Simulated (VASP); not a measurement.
## InP: single point with PBE

The system is InP.

```xyz
32
Lattice="-5.9598 5.9598 5.9598 5.9598 -5.9598 5.9598 5.9598 5.9598 -5.9598" Properties=species:S:1:pos:R:3 pbc="T T T"
In    0.0000    0.0000    5.9598
In    5.9598    2.9799    2.9799
In    0.0000    5.9598    0.0000
In   -2.9799    2.9799    5.9598
In    0.0000    2.9799    2.9799
In    2.9799    5.9598    2.9799
In    2.9799    2.9799    5.9598
In    0.0000    0.0000    0.0000
In   -2.9799    5.9598    2.9799
In    5.9598    2.9799   -2.9799
In    5.9598    0.0000    0.0000
In    2.9799   -2.9799    5.9598
In    5.9598   -2.9799    2.9799
In    2.9799    5.9598   -2.9799
In    2.9799    2.9799    0.0000
In    2.9799    0.0000    2.9799
P     1.4899   -1.4899    4.4698
P     7.4497    1.4899    1.4899
P     1.4899    4.4698   -1.4899
P    -1.4899    1.4899    4.4698
P     1.4899    1.4899    1.4899
P     4.4698    4.4698    1.4899
P     4.4698    1.4899    4.4698
P    -4.4698    4.4698    4.4698
P    -1.4899    4.4698    1.4899
P     1.4899    7.4497    1.4899
P     1.4899    4.4698    4.4698
P     4.4698   -4.4698    4.4698
P     1.4899    1.4899    7.4497
P     4.4698    4.4698   -4.4698
P     4.4698    1.4899   -1.4899
P     4.4698   -1.4899    1.4899
```

The cell is a database's computed one.

The cell isn't the ideal one: the perfect crystal in a cell of 32 atoms.

```json
{"Program": "VASP 6.6.1", "Task": "single point", "Functional": "PBE", "Potentials or basis": "VASP PAW PBE potentials, release 64 (In_d, P)", "Cutoff": "520 eV", "k mesh": "2 × 2 × 2", "Occupations": "gaussian, width 0.02 eV", "Spin": "no spin polarisation", "Dipole correction": "no", "Further INCAR settings": "LREAL = Auto; ALGO = Fast; EDIFF = 1e-07; NBANDS = 166"}
```

| Item | Value |
| --- | --- |
| Pressure | 0.0 GPa |
| Band gap on the k mesh | 0.44 eV |

Levels at points of the mesh, in eV from the valence-band top:
```
           k point  band 140  band 141  band 142  band 143  band 144  band 145  band 146  band 147  band 148  band 149
(0.00, 0.00, 0.00)     -0.95     -0.95      0.00      0.00      0.00      0.44      1.85      1.85      1.85      2.26
(0.50, 0.00, 0.00)     -1.11     -0.99     -0.99     -0.22     -0.22      2.13      2.13      2.32      2.32      2.32
(0.50, 0.50, 0.50)     -0.90     -0.90     -0.90     -0.90     -0.90      1.38      1.38      1.38      1.38      2.52
```

It took 19 min on 1 thread of Intel(R) Xeon(R) Platinum 8488C (Sapphire Rapids), on a shared host, peak memory 1.1 GiB.

Caveat: spin-orbit coupling is left out, which moves the levels of the heavy elements.
